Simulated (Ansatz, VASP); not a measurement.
This is a calculation of TiC for Ansatz 0.2.0.

File input.yaml:

```yaml
crystal:
  lattice:
    - [0.0, 2.1657188437, 2.1657188437]
    - [2.1657188437, 0.0, 2.1657188437]
    - [2.1657188437, 2.1657188437, 0.0]
  atoms:
    - { symbol: Ti, position: [0.0, 0.0, 0.0] }
    - { symbol: C, position: [0.5, 0.5, 0.5] }
hamiltonian:
  xc: pbe
  pseudopotentials: { kind: paw }
kpoints:
  mp_grid: { grid: [8, 8, 8] }
scf:
  occupations: { method: fermi_dirac, width: 0.05 }
output:
  forces: true
  stress: true
  eigenvalues: true
```

Potentials or basis: Ansatz PAW.

The run is started by

```sh
$ ansatz run input.yaml --threads 2 --pin off --max-ram 5120MiB --backend cpu --events-out ev --progress --plain --runs-dir out
```

Q: Translate it to VASP 6.6.1. Potentials there: VASP PAW PBE potentials, release 64 (Ti_sv, C).

A: As run (the cutoff follows the program's own potentials):

File INCAR:

```
ALGO     = Normal         # electronic algorithm
EDIFF    = 1E-7           # SCF threshold, eV
ENCUT    = 520            # plane-wave cutoff, eV
GGA      = PE             # functional
ISIF     = 2              # what is computed and relaxed
ISMEAR   = -1             # smearing method
LASPH    = True           # aspherical terms in the spheres
LCHARG   = False          # write CHGCAR
LREAL    = False          # projectors in reciprocal space
LWAVE    = False          # write WAVECAR
NBANDS   = 15             # bands
NELM     = 80             # most SCF steps
PREC     = Accurate       # precision mode
SIGMA    = 0.05           # smearing width, eV
```

KPOINTS

```
k-points
0
Gamma
  8 8 8
```

Contents of POSCAR:

```
TiC
1.0
    0.0000000000      2.1657188437      2.1657188437
    2.1657188437      0.0000000000      2.1657188437
    2.1657188437      2.1657188437      0.0000000000
Ti C
1 1
Direct
    0.0000000000      0.0000000000      0.0000000000
    0.5000000000      0.5000000000      0.5000000000
```

Potentials or basis: VASP PAW PBE potentials, release 64 (Ti_sv, C).

Command:

```sh
$ cat potpaw_PBE.64/Ti_sv/POTCAR potpaw_PBE.64/C/POTCAR > POTCAR
$ mpirun -np 1 vasp_std > vasp.out
```

Both were run:

|  | VASP | Ansatz | Ansatz less VASP |
| --- | --- | --- | --- |
| gap on the k mesh at the Fermi level (eV) | none | none | - |
| pressure (GPa) | 0.5 | 0.3 | -0.22 |

A gap of «none» marks a metal or a gap that the smearing closes.
